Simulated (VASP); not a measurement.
# From one sheet to two: InSe monolayer, part 4 of 8

What are the lattice, gap and band positions of InSe monolayer, and what does a second sheet change?

VASP 6.6.1, plane waves and PAW; the level of theory is named at each step.

So far, least gap on mesh and path (eV): step 4 (vacuum level and density of states) 2.03.

### 5. The slab in a field, field -0.1

Level of this step: r2SCAN with rVV10; plane waves and PAW (In, Se) (VASP).

A field across the slab, with the atoms held, gives the electronic response: the dipole changes linearly with the field, and the energy has a linear term from the slab's own dipole and a quadratic one from its polarisability.

The input, INCAR:

```
SYSTEM = InSe
PREC = Normal
ENCUT = 350
EDIFF = 1E-06
NELM = 120
ISMEAR = 0
SIGMA = 0.03
LREAL = .FALSE.
ALGO = Normal
METAGGA = R2SCAN
LUSE_VDW = .TRUE.
IVDW_NL = 2
BPARAM = 11.95
CPARAM = 0.0093
LASPH = .TRUE.
NBANDS = 15
LORBIT = 11
LWAVE = .FALSE.
LCHARG = .FALSE.
KPAR = 4
IDIPOL = 3
LDIPOL = .TRUE.
DIPOL = 0.5 0.5 0.5
EFIELD = -0.1
```

The input, POSCAR:

```
InSe
1.0
    4.0219178304      0.0000000000      0.0000000000
   -2.0109589152      3.4830830130      0.0000000000
    0.0000000000      0.0000000000     22.0000000000
In Se
2 2
Direct
    0.3333333333      0.6666666667      0.4368861670
    0.3333333333      0.6666666667      0.5631138330
    0.6666666667      0.3333333333      0.3786062281
    0.6666666667      0.3333333333      0.6213937719
```

The input, KPOINTS:

```
Automatic mesh
0
Gamma
9 9 1
0 0 0
```

PAW data sets: In and Se (PBE family, release 64).

Command:

```console
$ mpirun -np 4 vasp_std
```

The log of the run:

```text
[... set-up lines as in an earlier step ...]
 entering main loop
       N       E                     dE             d eps       ncg     rms          rms(c)
Total rVV10 correction in eV:      0.7604596    30.7704807
Total rVV10 correction in eV:      0.7604596    30.7704807
Total rVV10 correction in eV:      0.7604596    30.7704807
Total rVV10 correction in eV:      0.7604596    30.7704807
DAV:   1     0.365381373050E+02    0.36538E+02   -0.44879E+03   360   0.618E+02
DAV:   2    -0.646397587569E+02   -0.10118E+03   -0.96292E+02   515   0.133E+02
DAV:   3    -0.778460905653E+02   -0.13206E+02   -0.13085E+02   472   0.549E+01
DAV:   4    -0.781769721311E+02   -0.33088E+00   -0.33016E+00   451   0.106E+01
DAV:   5    -0.781839021253E+02   -0.69300E-02   -0.69285E-02   479   0.142E+00    0.639E+00
Total rVV10 correction in eV:      0.7730150    30.7705628
Total rVV10 correction in eV:      0.7730150    30.7705628
Total rVV10 correction in eV:      0.7730150    30.7705628
Total rVV10 correction in eV:      0.7730150    30.7705628
DAV:   6    -0.755993244954E+02    0.25846E+01   -0.14993E+00   493   0.712E+00    0.441E+00
Total rVV10 correction in eV:      0.7831254    30.7704735
Total rVV10 correction in eV:      0.7831254    30.7704735
Total rVV10 correction in eV:      0.7831254    30.7704735
Total rVV10 correction in eV:      0.7831254    30.7704735
DAV:   7    -0.756316444431E+02   -0.32320E-01   -0.48410E-01   486   0.347E+00    0.115E+00
Total rVV10 correction in eV:      0.7843948    30.7704714
Total rVV10 correction in eV:      0.7843948    30.7704714
Total rVV10 correction in eV:      0.7843948    30.7704714
Total rVV10 correction in eV:      0.7843948    30.7704714
DAV:   8    -0.756286115649E+02    0.30329E-02   -0.24086E-02   437   0.101E+00    0.499E-01
Total rVV10 correction in eV:      0.7876955    30.7704711
Total rVV10 correction in eV:      0.7876955    30.7704711
Total rVV10 correction in eV:      0.7876955    30.7704711
Total rVV10 correction in eV:      0.7876955    30.7704711
DAV:   9    -0.756309055938E+02   -0.22940E-02   -0.79662E-03   430   0.583E-01    0.178E-01
Total rVV10 correction in eV:      0.7878489    30.7704711
Total rVV10 correction in eV:      0.7878489    30.7704711
Total rVV10 correction in eV:      0.7878489    30.7704711
Total rVV10 correction in eV:      0.7878489    30.7704711
DAV:  10    -0.756310003698E+02   -0.94776E-04   -0.46803E-04   465   0.133E-01    0.853E-02
Total rVV10 correction in eV:      0.7885137    30.7704711
Total rVV10 correction in eV:      0.7885137    30.7704711
Total rVV10 correction in eV:      0.7885137    30.7704711
Total rVV10 correction in eV:      0.7885137    30.7704711
DAV:  11    -0.756313473029E+02   -0.34693E-03   -0.23099E-04   395   0.975E-02    0.153E-02
Total rVV10 correction in eV:      0.7887539    30.7704711
Total rVV10 correction in eV:      0.7887539    30.7704711
Total rVV10 correction in eV:      0.7887539    30.7704711
Total rVV10 correction in eV:      0.7887539    30.7704711
DAV:  12    -0.756314448142E+02   -0.97511E-04   -0.51401E-05   423   0.460E-02    0.885E-03
Total rVV10 correction in eV:      0.7889528    30.7704711
Total rVV10 correction in eV:      0.7889528    30.7704711
Total rVV10 correction in eV:      0.7889528    30.7704711
Total rVV10 correction in eV:      0.7889528    30.7704711
DAV:  13    -0.756315510529E+02   -0.10624E-03   -0.24717E-05   416   0.274E-02    0.726E-03
Total rVV10 correction in eV:      0.7891786    30.7704711
Total rVV10 correction in eV:      0.7891786    30.7704711
Total rVV10 correction in eV:      0.7891786    30.7704711
Total rVV10 correction in eV:      0.7891786    30.7704711
DAV:  14    -0.756316905004E+02   -0.13945E-03   -0.24482E-05   437   0.264E-02    0.526E-03
Total rVV10 correction in eV:      0.7894132    30.7704711
Total rVV10 correction in eV:      0.7894132    30.7704711
Total rVV10 correction in eV:      0.7894132    30.7704711
Total rVV10 correction in eV:      0.7894132    30.7704711
DAV:  15    -0.756318444674E+02   -0.15397E-03   -0.33916E-05   444   0.329E-02    0.427E-03
Total rVV10 correction in eV:      0.7894264    30.7704711
Total rVV10 correction in eV:      0.7894264    30.7704711
Total rVV10 correction in eV:      0.7894264    30.7704711
Total rVV10 correction in eV:      0.7894264    30.7704711
DAV:  16    -0.756318952576E+02   -0.50790E-04   -0.11155E-05   451   0.188E-02    0.145E-03
Total rVV10 correction in eV:      0.7894395    30.7704755
Total rVV10 correction in eV:      0.7894395    30.7704755
Total rVV10 correction in eV:      0.7894395    30.7704755
Total rVV10 correction in eV:      0.7894395    30.7704755
DAV:  17    -0.756319369957E+02   -0.41738E-04   -0.19404E-05   437   0.172E-02    0.200E-03
Total rVV10 correction in eV:      0.7894345    30.7704816
Total rVV10 correction in eV:      0.7894345    30.7704816
Total rVV10 correction in eV:      0.7894345    30.7704816
Total rVV10 correction in eV:      0.7894345    30.7704816
DAV:  18    -0.756319545888E+02   -0.17593E-04   -0.94593E-07   421   0.682E-03    0.890E-04
Total rVV10 correction in eV:      0.7894246    30.7704892
Total rVV10 correction in eV:      0.7894246    30.7704892
Total rVV10 correction in eV:      0.7894246    30.7704892
Total rVV10 correction in eV:      0.7894246    30.7704892
DAV:  19    -0.756319723808E+02   -0.17792E-04   -0.12613E-06   417   0.786E-03    0.454E-04
Total rVV10 correction in eV:      0.7894230    30.7704845
Total rVV10 correction in eV:      0.7894230    30.7704845
Total rVV10 correction in eV:      0.7894230    30.7704845
Total rVV10 correction in eV:      0.7894230    30.7704845
DAV:  20    -0.756319834578E+02   -0.11077E-04   -0.72478E-07   369   0.584E-03    0.452E-04
Total rVV10 correction in eV:      0.7894240    30.7704807
Total rVV10 correction in eV:      0.7894240    30.7704807
Total rVV10 correction in eV:      0.7894240    30.7704807
Total rVV10 correction in eV:      0.7894240    30.7704807
DAV:  21    -0.756319860755E+02   -0.26177E-05   -0.19214E-07   376   0.351E-03    0.168E-04
Total rVV10 correction in eV:      0.7894241    30.7704771
Total rVV10 correction in eV:      0.7894241    30.7704771
Total rVV10 correction in eV:      0.7894241    30.7704771
Total rVV10 correction in eV:      0.7894241    30.7704771
DAV:  22    -0.756319872434E+02   -0.11679E-05   -0.10858E-07   327   0.276E-03    0.803E-05
Total rVV10 correction in eV:      0.7894244    30.7704755
Total rVV10 correction in eV:      0.7894244    30.7704755
Total rVV10 correction in eV:      0.7894244    30.7704755
Total rVV10 correction in eV:      0.7894244    30.7704755
DAV:  23    -0.756319876797E+02   -0.43632E-06   -0.55081E-08   327   0.206E-03
Total rVV10 correction in eV:      0.7894242    30.7704749
Total rVV10 correction in eV:      0.7894242    30.7704749
Total rVV10 correction in eV:      0.7894242    30.7704749
Total rVV10 correction in eV:      0.7894242    30.7704749
Total rVV10 correction in eV:      0.7894242    30.7704752
Total rVV10 correction in eV:      0.7894242    30.7704752
Total rVV10 correction in eV:      0.7894242    30.7704752
Total rVV10 correction in eV:      0.7894242    30.7704752
   1 F= -.75631988E+02 E0= -.75631988E+02  d E =-.825801E-11
```

Run time: 64 s. Hardware: 4 MPI ranks of Intel Xeon 6975P-C (Granite Rapids), shared host; peak memory 1.4 GiB.

OUTCAR, selected parts (step 5):

```text
   NELECT =      18.0000    total number of electrons

 dipolmoment           0.000000      0.000000     -0.055177 electrons x Angstroem

 E-fermi :  -3.0334

 k-point     1 :       0.0000    0.0000    0.0000
  band No.  band energies     occupation
    ...
      5      -3.7119      2.00000
      6      -3.7119      2.00000
      7      -3.6228      2.00000
      8      -3.6228      2.00000
      9      -3.2240      2.00000
     10      -1.1286      0.00000
     11       0.1588      0.00000
     12       2.2558      0.00000
     13       2.2558      0.00000
     14       2.7765      0.00000
    ...

  Total        0.0132901      0.0132901      0.0667706      0.0000000     -0.0000000      0.0000000
  in kB        0.0690908      0.0690908      0.3471173      0.0000000     -0.0000000      0.0000000
  external PRESSURE =       0.1617663 kB  Pullay stress =       0.0000000 kB

 POSITION                                       TOTAL-FORCE (eV/Angst)
 -----------------------------------------------------------------------------------
     -0.00000      2.32206      9.61150        -0.000000     -0.000000      0.017368
     -0.00000      2.32206     12.38850        -0.000000      0.000000      0.021950
      2.01096      1.16103      8.32934         0.000000     -0.000000     -0.034637
      2.01096      1.16103     13.67066         0.000000      0.000000     -0.004680
 -----------------------------------------------------------------------------------
    total drift:                               -0.000008      0.000002     -0.000049

  FREE ENERGIE OF THE ION-ELECTRON SYSTEM (eV)
  ---------------------------------------------------
  free  energy   TOTEN  =       -75.6319876797 eV

  energy  without entropy=      -75.6319876797  energy(sigma->0) =      -75.63198768

 vacuum level on the upper side and lower side of the slab         3.827         2.438

[... 8 parts as in an earlier step ...]

[... 9 further parts left out ...]
```

Numbers from this step:

- free energy (TOTEN): -75.6320 eV
- Fermi energy: -3.033 eV
- dipole moment: 0, 0, -0.05518 e·Å

VASP counts the dipole in electrons times Å, so a positive number points the physical dipole along −c. A positive EFIELD is likewise a physical field along −c.

Energy at zero smearing: -75.63199 eV.

### 6. The slab in a field, field 0.1

Changes to INCAR since step 5:

```diff
@@ -23,2 +23,2 @@
 DIPOL = 0.5 0.5 0.5
-EFIELD = -0.1
+EFIELD = 0.1
```

POSCAR is that of step 5.

KPOINTS is that of step 5.

Command:

```console
$ mpirun -np 4 vasp_std
```

The log of the run:

```text
[... set-up lines as in an earlier step ...]
 entering main loop
       N       E                     dE             d eps       ncg     rms          rms(c)
Total rVV10 correction in eV:      0.7604596    30.7704807
Total rVV10 correction in eV:      0.7604596    30.7704807
Total rVV10 correction in eV:      0.7604596    30.7704807
Total rVV10 correction in eV:      0.7604596    30.7704807
DAV:   1     0.362799404438E+02    0.36280E+02   -0.44882E+03   360   0.618E+02
DAV:   2    -0.649525235888E+02   -0.10123E+03   -0.96723E+02   531   0.133E+02
DAV:   3    -0.778544244013E+02   -0.12902E+02   -0.12780E+02   479   0.544E+01
DAV:   4    -0.781771017202E+02   -0.32268E+00   -0.32206E+00   437   0.104E+01
DAV:   5    -0.781839028975E+02   -0.68012E-02   -0.67992E-02   486   0.140E+00    0.639E+00
Total rVV10 correction in eV:      0.7730150    30.7705628
Total rVV10 correction in eV:      0.7730150    30.7705628
Total rVV10 correction in eV:      0.7730150    30.7705628
Total rVV10 correction in eV:      0.7730150    30.7705628
[...]
Total rVV10 correction in eV:      0.7894240    30.7704807
DAV:  21    -0.756319862688E+02   -0.29126E-05   -0.19247E-07   383   0.340E-03    0.177E-04
Total rVV10 correction in eV:      0.7894241    30.7704771
Total rVV10 correction in eV:      0.7894241    30.7704771
Total rVV10 correction in eV:      0.7894241    30.7704771
Total rVV10 correction in eV:      0.7894241    30.7704771
DAV:  22    -0.756319873002E+02   -0.10314E-05   -0.10962E-07   320   0.283E-03    0.813E-05
Total rVV10 correction in eV:      0.7894244    30.7704755
Total rVV10 correction in eV:      0.7894244    30.7704755
Total rVV10 correction in eV:      0.7894244    30.7704755
Total rVV10 correction in eV:      0.7894244    30.7704755
DAV:  23    -0.756319877063E+02   -0.40611E-06   -0.56853E-08   320   0.213E-03
Total rVV10 correction in eV:      0.7894242    30.7704749
Total rVV10 correction in eV:      0.7894242    30.7704749
Total rVV10 correction in eV:      0.7894242    30.7704749
Total rVV10 correction in eV:      0.7894242    30.7704749
Total rVV10 correction in eV:      0.7894243    30.7704752
Total rVV10 correction in eV:      0.7894243    30.7704752
Total rVV10 correction in eV:      0.7894243    30.7704752
Total rVV10 correction in eV:      0.7894243    30.7704752
   1 F= -.75631988E+02 E0= -.75631988E+02  d E =-.825536E-11
```

It took 63 s on 4 MPI ranks; peak memory 1.4 GiB.

Parts of OUTCAR (step 6):

```text
  Total        0.0133033      0.0133033      0.0668154      0.0000000      0.0000000      0.0000000
  in kB        0.0691590      0.0691590      0.3473499      0.0000000      0.0000000      0.0000000
  external PRESSURE =       0.1618893 kB  Pullay stress =       0.0000000 kB

 POSITION                                       TOTAL-FORCE (eV/Angst)
 -----------------------------------------------------------------------------------
     -0.00000      2.32206      9.61150        -0.000000     -0.000000     -0.021955
     -0.00000      2.32206     12.38850        -0.000000     -0.000000     -0.017368
      2.01096      1.16103      8.32934        -0.000000      0.000000      0.004702
      2.01096      1.16103     13.67066         0.000000     -0.000000      0.034621
 -----------------------------------------------------------------------------------
    total drift:                               -0.000005      0.000002      0.000057

  FREE ENERGIE OF THE ION-ELECTRON SYSTEM (eV)
  ---------------------------------------------------
  free  energy   TOTEN  =       -75.6319877063 eV

  energy  without entropy=      -75.6319877063  energy(sigma->0) =      -75.63198771

[... 2 parts as in an earlier step ...]

[... 1 further part left out ...]
[key lines of the parts left out:]
E-fermi :  -3.0334
```

Numbers from this step:

```
dipole moment : 0, 0, 0.05518 e·Å
```

Energy at zero smearing: -75.63199 eV.

(Continued in part 5 of 8.)

[Lines on the potential files, build, host, timing and source positions are cut from VASP's logs without a mark.]

[Logs are printed without paths, hosts, clocks, repeated set-up lines and the standing remarks that a program may print on its own settings, such as how far it seeks lower states.]

[Hosts, paths, dates, database ids (printed as entryN), source tags and the programs' standing remarks are cut or masked in the printed files.]

[Runs that stopped without an error message from VASP are left out.]
